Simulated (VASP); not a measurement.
# TaC in VASP: work function with PBEsol

Aim: the work function of TaC with PBEsol.

Everything below comes from runs of VASP 6.6.1. Logs are shortened: lines on timing, memory, paths and dates and some standing lists are left out, and cuts for length are marked.

**1. The slab as given**

The cell holds a slab with vacuum, 4 atoms: a = 3.144 Å, b = 3.144 Å, c = 18.223 Å, α = 90.00°, β = 90.00°, γ = 90.00°.

**2. Work function, PBEsol**

Contents of INCAR:

```
SYSTEM = TaC
  PREC = Accurate
  ENCUT = 520
  EDIFF = 1E-7
  ISMEAR = 1
  SIGMA = 0.1
  LREAL = .False.
  LASPH = .True.
  NELM = 100
  ALGO = Normal
  ISIF = 2
  LWAVE = .False.
  LCHARG = .True.
  LDIPOL = .True.
  IDIPOL = 3
  DIPOL = 0.5 0.5 0.500
  GGA = PS
  LELF = .True.
  LVHAR = .True.
  LVACPOTAV = .True.
```

Contents of KPOINTS:

```
Automatic mesh
0
Gamma
  10 10 1
  0 0 0
```

Contents of POSCAR:

```
TaC                                     
1.0
    3.1437967490      0.0000000000      0.0000000000
    0.0000000000      3.1437967490      0.0000000000
    0.0000000000      0.0000000000     18.2230000000
  Ta              C             
     2     2
Direct
     0.5000000000000000    0.5000000000000000    0.4448300231360354
     1.0000000000000000    1.0000000000000000    0.5551699768639646
     1.0000000000000000    0.0000000000000000    0.4376992621176078
     0.5000000000000000    0.5000000000000000    0.5623007378823922
```

Potentials or basis: VASP PAW PBE potentials, release 64 (Ta_pv, C).

Command:

```sh
$ cat potpaw_PBE.64/Ta_pv/POTCAR potpaw_PBE.64/C/POTCAR > POTCAR
$ mpirun -np 1 vasp_std > vasp.out
```

OUTCAR:

```text
SYSTEM = TaC
   PREC = Accurate
   ENCUT = 520
   EDIFF = 1E-7
   ISMEAR = 1
   LREAL = .False.
   LASPH = .True.
   NELM = 100
   ISIF = 2
   GGA = PS

 ion  position               nearest neighbor table
   1  0.500  0.500  0.445-   4 2.14   3 2.23   3 2.23   3 2.23   3 2.23   2 3.00   2 3.00   2 3.00
                             2 3.00
   2  0.000  0.000  0.555-   3 2.14   4 2.23   4 2.23   4 2.23   4 2.23   1 3.00   1 3.00   1 3.00
                             1 3.00
   3  0.000  0.000  0.438-   2 2.14   1 2.23   1 2.23   1 2.23   1 2.23
   4  0.500  0.500  0.562-   1 2.14   2 2.23   2 2.23   2 2.23   2 2.23

  LATTYP: Found a simple tetragonal cell.
 ALAT       =     3.1437967490
 C/A-ratio  =     5.7964943204

  Lattice vectors:

 A1 = (   3.1437967490,   0.0000000000,   0.0000000000)
 A2 = (   0.0000000000,   3.1437967490,   0.0000000000)
 A3 = (   0.0000000000,   0.0000000000,  18.2230000000)

Analysis of symmetry for initial positions (statically):
=====================================================================
 Subroutine PRICEL returns:
 Original cell was already a primitive cell.

 Routine SETGRP: Setting up the symmetry group for a
 simple tetragonal supercell.

 Subroutine GETGRP returns: Found 16 space group operations
 (whereof  8 operations were pure point group operations)
 out of a pool of 16 trial point group operations.

The static configuration has the point symmetry C_4v.
 The point group associated with its full space group is D_4h.

Analysis of symmetry for dynamics (positions and initial velocities):
=====================================================================
 Subroutine PRICEL returns:
 Original cell was already a primitive cell.

 Routine SETGRP: Setting up the symmetry group for a
 simple tetragonal supercell.

 Subroutine GETGRP returns: Found 16 space group operations
 (whereof  8 operations were pure point group operations)
 out of a pool of 16 trial point group operations.

The dynamic configuration has the point symmetry C_4v.
 The point group associated with its full space group is D_4h.

 Subroutine INISYM returns: Found 16 space group operations
 (whereof  8 operations are pure point group operations),
 and found     1 'primitive' translations

----------------------------------------------------------------------------------------

                                     Primitive cell

  volume of cell :     180.1063

  direct lattice vectors                    reciprocal lattice vectors
     3.143796749  0.000000000  0.000000000     0.318086721  0.000000000  0.000000000
     0.000000000  3.143796749  0.000000000     0.000000000  0.318086721  0.000000000
     0.000000000  0.000000000 18.223000000     0.000000000  0.000000000  0.054875707

  length of vectors
     3.143796749  3.143796749 18.223000000     0.318086721  0.318086721  0.054875707

  position of ions in fractional coordinates (direct lattice)
     0.500000000  0.500000000  0.444830023
     0.000000000  0.000000000  0.555169977
     0.000000000  0.000000000  0.437699262
     0.500000000  0.500000000  0.562300738

  ion indices of the primitive-cell ions
   primitive index   ion index
                 1           1
                 2           2
                 3           3
                 4           4

----------------------------------------------------------------------------------------

 KPOINTS: Automatic mesh

Automatic generation of k-mesh.
 Grid dimensions read from file:
 generate k-points for:   10   10    1

 Generating k-lattice:

  Cartesian coordinates                     Fractional coordinates (reciprocal lattice)
     0.031808672  0.000000000  0.000000000     0.100000000  0.000000000  0.000000000
     0.000000000  0.031808672  0.000000000     0.000000000  0.100000000  0.000000000
     0.000000000  0.000000000  0.054875707     0.000000000  0.000000000  1.000000000

  Length of vectors
     0.031808672  0.031808672  0.054875707

  Shift w.r.t. Gamma in fractional coordinates (k-lattice)
     0.000000000  0.000000000  0.000000000

 Subroutine IBZKPT returns following result:
 ===========================================

 Found     21 irreducible k-points:

 Following reciprocal coordinates:
            Coordinates               Weight
  0.000000  0.000000  0.000000      1.000000
  0.100000  0.000000  0.000000      4.000000
  0.200000  0.000000  0.000000      4.000000
  0.300000  0.000000  0.000000      4.000000
  0.400000  0.000000  0.000000      4.000000
  0.500000  0.000000  0.000000      2.000000
[... 13 lines left out ...]
  0.500000  0.400000  0.000000      4.000000
  0.500000  0.500000  0.000000      1.000000
   k-points           NKPTS =     21   k-points in BZ     NKDIM =     21   number of bands    NBANDS=     19
   number of dos      NEDOS =    301   number of ions     NIONS =      4
   total plane-waves  NPLWV =  80640
   dimension x,y,z NGX =    24 NGY =   24 NGZ =  140
   dimension x,y,z NGXF=    48 NGYF=   48 NGZF=  280
   ions per type =               2   2
   NGX,Y,Z   is equivalent  to a cutoff of  12.69, 12.69, 12.77 a.u.
   NGXF,Y,Z  is equivalent  to a cutoff of  25.38, 25.38, 25.54 a.u.
 SYSTEM =  TaC
   PREC   = accura    normal or accurate (medium, high low for compatibility)
   ISTART =      0    job   : 0-new  1-cont  2-samecut
   ICHARG =      2    charge: 1-file 2-atom 10-const
   ISPIN  =      1    spin polarized calculation?
   LNONCOLLINEAR =      F non collinear calculations
   LSORBIT =      F    spin-orbit coupling
   LASPH  =      T    aspherical Exc in radial PAW
   ENCUT  =  520.0 eV  38.22 Ry    6.18 a.u.   5.85  5.85 33.88*2*pi/ulx,y,z
   NELM   =    100;   NELMIN=  2; NELMDL= -5     # of ELM steps
   EDIFF  = 0.1E-06   stopping-criterion for ELM
   LREAL  =      F    real-space projection
   EDIFFG = 0.1E-05   stopping-criterion for IOM
   NSW    =      0    number of steps for IOM
   IBRION =     -1    ionic relax: 0-MD 1-quasi-New 2-CG
   NFREE  =      0    steps in history (QN), initial steepest desc. (CG)
   ISIF   =      2    stress and relaxation
   ISYM   =      2    0-nonsym 1-usesym 2-fastsym
   POTIM  = 0.5000    time-step for ionic-motion
   TEBEG  =    0.0;   TEEND  =   0.0 temperature during run
   PSTRESS=    0.0 pullay stress
   NELECT =      30.0000    total number of electrons
   NUPDOWN=      -1.0000    fix difference up-down
   EMIN   =  10.00;   EMAX   =-10.00  energy-range for DOS
   EFERMI =   0.00;   METHOD = LEGACY
   ISMEAR =     1;   SIGMA  =   0.10  broadening in eV -4-tet -1-fermi 0-gaus
   EFERMI_NEDOS =   21; number of points for ismear=-14 and -15
   IALGO  =     38    algorithm
   IMIX   =      4    mixing-type and parameters
     AMIX     =   0.40;   BMIX     =  1.00
     AMIX_MAG =   1.60;   BMIX_MAG =  1.00
  volume/ion in A,a.u.               =      45.03       303.85
  Fermi-wavevector in a.u.,A,eV,Ry     =   0.900753  1.702176 11.039165  0.811356
  Thomas-Fermi vector in A             =   2.023749
   LORBIT       =      0    0 simple, 1 ext, 2 COOP (PROOUT), +10 PAW based schemes
   GGA     = PS    functional components
   LHFCALC =     F    Hartree Fock is set to
   AEXX    =    0.0000 exact exchange contribution
   IVDW    =     0    specifies the selected vdW correction
   LEPSILON=     F    determine dielectric tensor
   LRPA    =     F    only Hartree local field effects (RPA)
 non-spin polarized calculation
 Methfessel and Paxton  Order N= 1 SIGMA  =   0.10
  energy-cutoff  :      520.00
  volume of cell :      180.11
 maximum number of plane-waves:      4900
 NGX is ok and might be reduce to    24
   NGX = 11   NGY = 11   NGZ = 67

 dipolmoment           0.000000      0.000000      0.000000 electrons x Angstroem

 number of electron      29.9999997 magnetization

 dipolmoment           0.000000      0.000000     -0.000000 electrons x Angstroem

 Free energy of the ion-electron system (eV)
  ---------------------------------------------------
  ext. energy  EPLUGINS =         0.00000000
  ---------------------------------------------------
  free energy    TOTEN  =       -44.57429684 eV

  energy without entropy =      -44.56988818  energy(sigma->0) =      -44.57282729

 E-fermi :  -0.5669     XC(G=0):  -4.2281

 val. band max:       -0.5927536373   @ k =   0.5000   0.2000   0.0000
 cond. band min:      -0.5475084275   @ k =   0.4000   0.3000   0.0000
 fundamental gap:      0.0452452098
 Fermi energy:        -0.5668789741

 k-point     1 :       0.0000    0.0000    0.0000
  band No.  band energies     occupation
      1     -35.8180      2.00000
      2     -35.3980      2.00000
      3     -35.3980      2.00000
      4     -35.3804      2.00000
      5     -35.1719      2.00000
      6     -35.1719      2.00000
[... 11 lines left out ...]
     18       0.3875     -0.00000
     19       0.3875     -0.00000

 k-point     2 :       0.1000    0.0000    0.0000
  band No.  band energies     occupation
      1     -35.8135      2.00000
      2     -35.4867      2.00000
      3     -35.3879      2.00000
      4     -35.3304      2.00000
      5     -35.2063      2.00000
      6     -35.1727      2.00000
[... 11 lines left out ...]
     18       0.2126     -0.00000
     19       0.2445     -0.00000

 k-point     3 :       0.2000    0.0000    0.0000
  band No.  band energies     occupation
      1     -35.8069      2.00000
      2     -35.6107      2.00000
      3     -35.3598      2.00000
      4     -35.3084      2.00000
      5     -35.2878      2.00000
      6     -35.1763      2.00000
[... 11 lines left out ...]
     18       0.3185     -0.00000
     19       0.3543     -0.00000

 k-point     4 :       0.3000    0.0000    0.0000
  band No.  band energies     occupation
      1     -35.8164      2.00000
      2     -35.7345      2.00000
      3     -35.3628      2.00000
      4     -35.3196      2.00000
      5     -35.3142      2.00000
      6     -35.1859      2.00000
[... 11 lines left out ...]
     18       0.7273     -0.00000
     19       1.4251     -0.00000

 k-point     5 :       0.4000    0.0000    0.0000
  band No.  band energies     occupation
      1     -35.8460      2.00000
      2     -35.8251      2.00000
      3     -35.3875      2.00000
      4     -35.3387      2.00000
      5     -35.2757      2.00000
      6     -35.2052      2.00000
[... 11 lines left out ...]
     18       1.7277      0.00000
     19       2.3942      0.00000
[... 268 lines left out ...]
      2     -35.7791      2.00000
      3     -35.5130      2.00000
      4     -35.5130      2.00000
      5     -35.3607      2.00000
      6     -35.3607      2.00000
[... 11 lines left out ...]
     18       2.9737      0.00000
     19       3.0670      0.00000

 k-point    19 :       0.4000    0.4000    0.0000
  band No.  band energies     occupation
      1     -35.7728      2.00000
      2     -35.7437      2.00000
      3     -35.5830      2.00000
      4     -35.5094      2.00000
      5     -35.4132      2.00000
      6     -35.3683      2.00000
[... 11 lines left out ...]
     18       2.8700      0.00000
     19       3.0527      0.00000

 k-point    20 :       0.5000    0.4000    0.0000
  band No.  band energies     occupation
      1     -35.7716      2.00000
      2     -35.7716      2.00000
      3     -35.5400      2.00000
      4     -35.5400      2.00000
      5     -35.4094      2.00000
      6     -35.4094      2.00000
[... 11 lines left out ...]
     18       2.8036      0.00000
     19       3.1619      0.00000

 k-point    21 :       0.5000    0.5000    0.0000
  band No.  band energies     occupation
      1     -35.7792      2.00000
      2     -35.7792      2.00000
      3     -35.5291      2.00000
      4     -35.5291      2.00000
      5     -35.4383      2.00000
      6     -35.4383      2.00000
[... 11 lines left out ...]
     18       2.9474      0.00000
     19       3.0537      0.00000

------------------------ aborting loop because EDIFF is reached ----------------------------------------

  FORCE on cell =-STRESS in cart. coord.  units (eV):
  Direction    XX          YY          ZZ          XY          YZ          ZX
  --------------------------------------------------------------------------------------
  -------------------------------------------------------------------------------------
  Total       -5.4629094     -5.4629094      0.0030380      0.0000000      0.0000000     -0.0000000
  in kB      -48.5965887    -48.5965887      0.0270251      0.0000000      0.0000000     -0.0000000
  external PRESSURE =     -32.3887174 kB  Pullay stress =       0.0000000 kB

 VOLUME and BASIS-vectors are now :
 -----------------------------------------------------------------------------
  energy-cutoff  :      520.00
  volume of cell :      180.11
      direct lattice vectors                 reciprocal lattice vectors
     3.143796749  0.000000000  0.000000000     0.318086721  0.000000000  0.000000000
     0.000000000  3.143796749  0.000000000     0.000000000  0.318086721  0.000000000
     0.000000000  0.000000000 18.223000000     0.000000000  0.000000000  0.054875707

 POSITION                                       TOTAL-FORCE (eV/Angst)
 -----------------------------------------------------------------------------------
      1.57190      1.57190      8.10614         0.000000     -0.000000     -0.011853
      0.00000      0.00000     10.11686         0.000000      0.000000      0.011853
      0.00000      0.00000      7.97619         0.000000      0.000000      0.001293
      1.57190      1.57190     10.24681         0.000000     -0.000000     -0.001293
 -----------------------------------------------------------------------------------
    total drift:                                0.000000      0.000000     -0.000000

  FREE ENERGIE OF THE ION-ELECTRON SYSTEM (eV)
  ---------------------------------------------------
  free  energy   TOTEN  =       -44.5742968448 eV

  energy  without entropy=      -44.5698881821  energy(sigma->0) =      -44.57282729

 vacuum level on the upper side and lower side of the slab         2.781         2.781
```

Run time: 57 s. Hardware: 1 thread of Intel Xeon Platinum 8559C (Emerald Rapids), shared host; peak memory 0.29 GiB.

What came out:

* Free energy: -44.5743 eV
* Largest force: 0.012 eV/Å
* Band gap on the k mesh: none (metal or under the smearing width)
* Work function of the upper face: 3.35 eV
* Work function of the lower face: 3.35 eV

Forces on the atoms (eV/Å):
```
Ta   0.000  0.000 -0.012
Ta   0.000  0.000  0.012
C    0.000  0.000  0.001
C    0.000  0.000 -0.001
```

Levels at points of the mesh, in eV from the Fermi level:
```
           k point  band 11  band 12  band 13  band 14  band 15  band 16  band 17  band 18  band 19
(0.00, 0.00, 0.00)    -3.38    -1.46    -1.39    -1.39    -0.82    -0.82    -0.05     0.95     0.95
(0.50, 0.00, 0.00)    -4.61    -4.61    -4.01    -4.01     1.31     1.31     2.40     2.40     3.52
(0.50, 0.50, 0.00)    -2.83    -2.83    -2.17    -2.17    -1.76    -1.76     3.50     3.51     3.62
```

Caveat: the PAW data sets were made with another functional, which shifts forces and pressure a little. The run has no spin-orbit coupling, so splittings on Ta are missing.
